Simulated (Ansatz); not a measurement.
# Bi: the cost of one run

Method: DFT PBEsol, scalar-relativistic, plane waves, PAW, in Ansatz 0.2.0.

1 further run of the same task is left out (set aside as unsound or not needed).

### 1 The structure to begin with

Symmetry: Im-3m, No. 229, cubic system. The conventional cell has a = 3.914 Å, b = 3.914 Å, c = 3.914 Å, α = 90.00°, β = 90.00°, γ = 90.00°. Around Bi (site symmetry m-3m) lie 8 Bi at 3.39 Å.

As a file:

```cif
data_structure
_symmetry_space_group_name_H-M 'Im-3m'
_symmetry_Int_Tables_number 229
_cell_length_a 3.9136
_cell_length_b 3.9136
_cell_length_c 3.9136
_cell_angle_alpha 90.000
_cell_angle_beta 90.000
_cell_angle_gamma 90.000
_cell_volume 59.94
loop_
_atom_site_label
_atom_site_type_symbol
_atom_site_symmetry_multiplicity
_atom_site_Wyckoff_symbol
_atom_site_fract_x
_atom_site_fract_y
_atom_site_fract_z
_atom_site_occupancy
Bi1 Bi 2 a 0.00000 0.00000 0.00000 1
```

It goes back to an entry of the Materials Project, which need not be the stable form.

It is the result of an earlier relaxation at this level (volume 29.97 Å³/atom; gap on the mesh: none (metal)).

### 2 Electronic structure at the relaxed geometry

Contents of input.yaml:

```yaml
crystal:
  lattice:
    - [-1.9568224047, 1.9568224047, 1.9568224047]
    - [1.9568224047, -1.9568224047, 1.9568224047]
    - [1.9568224047, 1.9568224047, -1.9568224047]
  atoms:
    - { symbol: Bi, position: [0.0, 0.0, 0.0] }
basis:
  ecutwfc: 420
kpoints:
  mp_grid: { grid: [16, 16, 16] }
  band_path:
    path:
      - [[0.0, 0.0, 0.0], [0.5, -0.5, 0.5], [0.0, 0.0, 0.5], [0.0, 0.0, 0.0], [0.25, 0.25, 0.25], [0.5, -0.5, 0.5]]
      - [[0.25, 0.25, 0.25], [0.0, 0.0, 0.5]]
    npoints: 14
hamiltonian:
  xc: pbesol
scf:
  occupations: { method: gaussian, width: 0.1 }
  n_extra_bands: 6
output:
  forces: true
  stress: true
  eigenvalues: true
  populations: true
  dos: { projected: true, de: 0.02, nscf_kmesh: { grid: [24, 24, 24] } }
  bader: true
  write_density: true
  write_potential: true
  elf: true
  volumetric_format: npy
```

Launch:

```
$ ansatz run input.yaml --threads 1 --pin off --max-ram 2560MiB --backend cpu --events-out ev --progress --plain --runs-dir out
```

What time and memory should one allow on 1 thread of Intel Xeon at 2.50GHz (Skylake/Cascade Lake), shared host?

About 31 s, with a peak of 0.38 GiB.
